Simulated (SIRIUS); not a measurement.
GaAs:

```xyz
2
Lattice="0.0000 2.8268 2.8268 2.8268 0.0000 2.8268 2.8268 2.8268 0.0000" Properties=species:S:1:pos:R:3 pbc="T T T"
As    4.2403    4.2403    4.2403
Ga    0.0000    0.0000    0.0000
```

Base run:

- Program: SIRIUS 7.10.0
- Functional: LDA
- Potentials or basis: PseudoDojo 0.4.1 PBE standard (scalar relativistic)
- Cutoff: 1152 eV
- Density cutoff: 4606 eV
- k mesh: 7 × 7 × 7
- Occupations: fermi-dirac, width 0.05 eV
- Spin: no spin polarisation

Its results: band gap on the k mesh 0.18 eV; pressure -2.6 GPa.

Question: The run is repeated on the same cell with these changes: functional from LDA to PBEsol; libxc names from ["XC_LDA_X", "XC_LDA_C_PW"] to ["XC_GGA_X_PBE_SOL", "XC_GGA_C_PBE_SOL"]. What comes out?

Answer: Band gap on the k mesh 0.43 eV; pressure 0.3 GPa.

Caveats: the potentials were made for another functional, which shifts forces and pressure; an odd mesh through Γ misses points on the zone boundary, where band edges often lie.
